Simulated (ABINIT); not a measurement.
NiO:

```xyz
2
Lattice="0.0000 2.2406 2.2406 2.2406 0.0000 2.2406 2.2406 2.2406 0.0000" Properties=species:S:1:pos:R:3 pbc="T T T"
Ni    0.0000    0.0000    0.0000
O     3.3609    3.3609    3.3609
```

The cell was built by a generator and needn't be a form met in nature.

Base run:

```yaml
Program: ABINIT 10.8.3 (patched build)
Functional: PBE
Potentials_or_basis: JTH PAW PBE v2.0
Cutoff: 1116 eV
k_mesh: 10 × 10 × 10
Occupations: fermi-dirac, width 0.05 eV
Spin: collinear spin, ferromagnetic start
Starting_moments: "[1.0, 0.0] μB"
```

Its results: band gap on the k mesh none (metal or under the smearing width); pressure -5.0 GPa; net moment 0.00 μB per cell.

The run is repeated on the same cell with these changes: moments at the start from [1.0, 0.0] to [2.5, 0.0]. What comes out?

Band gap on the k mesh none (metal or under the smearing width); pressure 0.3 GPa; net moment 1.93 μB per cell; site moments Ni +1.50; O +0.34 μB.

Caveats: semilocal functionals often make such compounds metallic where correlation or magnetic order opens a gap, which also shifts bond lengths; small starting moments can end in a higher magnetic state in this program (some runs); a cell with one magnetic atom can't hold antiferromagnetic order, which such compounds often take (some runs).
